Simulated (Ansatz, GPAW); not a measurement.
# HfC: 3 runs at one level of theory

```
CELL_PARAMETERS angstrom
0.00000 2.32500 2.32500
2.32500 0.00000 2.32500
2.32500 2.32500 0.00000
ATOMIC_POSITIONS crystal
Hf 0.50000 0.50000 0.50000
C 0.00000 0.00000 0.00000
```

Alike in all runs: task single point; functional PBE; k mesh 10 × 10 × 10; occupations gaussian, width 0.015 eV; no spin polarisation; no spin-orbit coupling. Pressure is positive in compression and, in plane waves, holds the error of the finite cutoff, which Ansatz's Pulay term estimates and takes out.

```
                        program and potentials  plane-wave cutoff (eV)                                                                      notes  band gap (eV)  pressure (GPa)
                            Ansatz, Ansatz PAW                     420  15 valence electrons an atom on average; Pulay term of +0.24 GPa included         no gap            0.21
Ansatz, all-electron LAPW, scalar-relativistic                       -                                                                          -         no gap            0.26
    GPAW, GPAW PAW data sets (gpaw-data 1.2.1)                     800                                     8 valence electrons an atom on average         no gap            1.27
```

None finds a gap. The pressure spans 0.21 (Ansatz, Ansatz PAW) to 1.27 GPa (GPAW, GPAW PAW data sets (gpaw-data 1.2.1)), with all-electron results at 0.26.

Differences between rows come from potentials, basis sets and numerical settings, since the functional is the same but for its coding. Runs on potential files found faulty are left out.
